**Question**

Diamond holds two interpenetrating sublattices of carbon atoms, and each atom is bonded to four atoms of the other sublattice. The table lists harmonic vibration frequencies from a density-functional calculation at three wave vectors: Γ (phonon q row 1), where all cells move alike, and the zone-boundary points L (row 2) and X (row 3).

Harmonic phonons of diamond from ABINIT 10.8.3 with PBEsol and PseudoDojo NC SR PBEsol v0.4.1 standard pseudopotentials, in the cell relaxed at zero pressure. Plane-wave cutoff 1006.82 eV, 4×4×4 k mesh with four shifts, acoustic sum rule imposed. Phonon q rows 1, 2 and 3 are (0, 0, 0), (0.5, 0, 0) and (0.5, 0.5, 0) in units of the reciprocal lattice vectors.

```
row  phonon q row (row)  phonon frequency (cm⁻¹)
  1                   1                      0.0
  2                   1                      0.0
  3                   1                      0.0
  4                   1                   1304.0
  5                   1                   1304.0
  6                   1                   1304.0
  7                   2                    542.5
  8                   2                    542.5
  9                   2                   1062.4
 10                   2                   1214.0
 11                   2                   1214.0
 12                   2                   1248.6
 13                   3                    776.6
 14                   3                    776.6
 15                   3                   1083.1
 16                   3                   1083.1
 17                   3                   1203.3
 18                   3                   1203.3
```

By the established assignment, rows 13–14 are the transverse acoustic pair at X, rows 15–16 the transverse optical pair and rows 17–18 the longitudinal pair. Three pictures of the forces are proposed:

1. Each bond is a spring that resists only stretching.
2. Each bond also resists sideways displacement of its ends, but no force reaches beyond the nearest neighbour.
3. Bonds resist stretching, and two bonds that share an atom also resist changes in their relative arrangement.

Decide between them, using the optical mode at Γ (row 4) and the longitudinal mode at X (row 17) as the main evidence.

**Model answer**

The first picture is tempting because a stiff bond seems enough to explain a high frequency. It fails for the transverse acoustic modes at L and X. In these modes the atoms move so that no bond changes its length to first order, and pure springs would therefore give zero frequency. The calculation gives 542.5 and 776.6 cm⁻¹, so something other than stretching must hold the lattice in shape.

The second picture supplies that stiffness, and row 17 tests it. In the longitudinal motion at X, the layers of one sublattice can swing alternately forwards and backwards while the layers between them stay at rest, pulled equally from both sides. Each moving atom thus works against four resting neighbours. In the optical mode at Γ the neighbours move the opposite way by the same amount, which doubles the relative displacement and the restoring force.

The squared frequency is proportional to the restoring force, so nearest-neighbour forces of any kind make it half as large in row 17 as in row 4. The frequency at X should then be 1304/√2 ≈ 922 cm⁻¹, however stiff the bonds are sideways. The calculated value is 1203.3 cm⁻¹. The second picture therefore fails as well, by 23% of the calculated frequency.

The third picture lets forces travel further. When one atom moves, it disturbs the arrangement of two bonds at their shared atom, and this pushes the atom at the far end of the second bond. That atom is a second neighbour and belongs to the same sublattice as the first. At Γ such atoms move in step, whereas at X many of them move against each other. In the longitudinal mode this adds a restoring force.

A simple form of this picture, the Keating model, ties the energy to changes in bond length and in the scalar product of neighbouring bond vectors. Inserting the atomic motions gives three squared frequencies, with S for the stretching part and C for the coupling part:

- optical at Γ: S + C
- transverse acoustic at X: C
- longitudinal at X: ½S + C

The first two modes fix S and C; row 17 is then a prediction. Eliminating S and C gives its squared frequency as ½(1304² + 776.6²) ≈ 1.152 million cm⁻², hence a frequency of about 1073 cm⁻¹. This is 11% below the calculated value, about half the error of the second picture. The numbers thus favour the third picture, but they also show that this simple form of it is incomplete.

**Remarks on the reasoning**

A good answer chooses evidence that can separate the proposals. With the same two calibration modes, the second picture and the Keating form of the third give identical frequencies for every transverse mode in the table, and those not used for calibration agree with the calculation to about 3%. Such agreement looks persuasive but cannot decide between them. Only the longitudinal modes can.

There is also a test that needs neither calibration nor an assignment of modes: add up the squared frequencies at each wave vector. Forces between the two sublattices shape the individual modes but add the same amount to this sum at every wave vector, so with nearest-neighbour forces alone it would be the same everywhere. In the calculation it is 22% larger at L and 26% larger at X than at Γ. Forces within a sublattice must therefore be at work, and the same test can be applied to other crystals with two alternating sublattices.

The Keating model gives a rise in the right direction but less than half as large. Adjusting its constants does not cure this, because the full rise at X would require a transverse acoustic frequency of 1161 cm⁻¹ instead of 776.6. Further couplings between bonds, or forces of longer range, may supply the rest; these data do not distinguish them. Nor do they isolate the stiffness of the bond angle, since the scalar product changes with bond length too.

The analysis program printed:

```
Three force models, frequencies in 1/cm and misses in percent:
  row  springs_only  miss_springs  with_sideways  miss_sideways  coupled_bonds  miss_coupled
    1             0             0              0              0              0             0
    2             0             0              0              0              0             0
    3             0             0              0              0              0             0
    4          1304             0           1304              0           1304             0
    5          1304             0           1304              0           1304             0
    6          1304             0           1304              0           1304             0
    7             0          -100          549.1          1.224          549.1         1.224
    8             0          -100          549.1          1.224          549.1         1.224
    9           652        -38.63          819.9         -22.83          947.8        -10.78
   10          1304         7.414           1183         -2.575           1183        -2.575
   11          1304         7.414           1183         -2.575           1183        -2.575
   12          1129        -9.555           1014         -18.79           1120         -10.3
   13             0          -100          776.6              0          776.6             0
   14             0          -100          776.6              0          776.6             0
   15          1304          20.4           1048         -3.285           1048        -3.285
   16          1304          20.4           1048         -3.285           1048        -3.285
   17         922.1        -23.37          922.1         -23.37           1073        -10.81
   18         922.1        -23.37          922.1         -23.37           1073        -10.81
Sum of squared frequencies at Gamma (million cm^-2): 5.101
Sum of squared frequencies at L (million cm^-2): 6.224
Sum of squared frequencies at X (million cm^-2): 6.448
Rise of the sum from Gamma to L, computed (percent): 22.01
Rise of the sum from Gamma to X, computed (percent): 26.41
Rise from Gamma to L in the coupled-bond model (percent): 8.867
Rise from Gamma to X in the coupled-bond model (percent): 11.82
Transverse acoustic frequency at X that the full rise would demand (1/cm): 1161
Longitudinal at X over optical at Gamma, computed ratio: 0.9228
Same ratio for any nearest-neighbour model: 0.7071
Fall of the transverse optical mode from Gamma to X (1/cm): 220.9
Largest transverse miss of the coupled-bond model (percent): 3.285
```
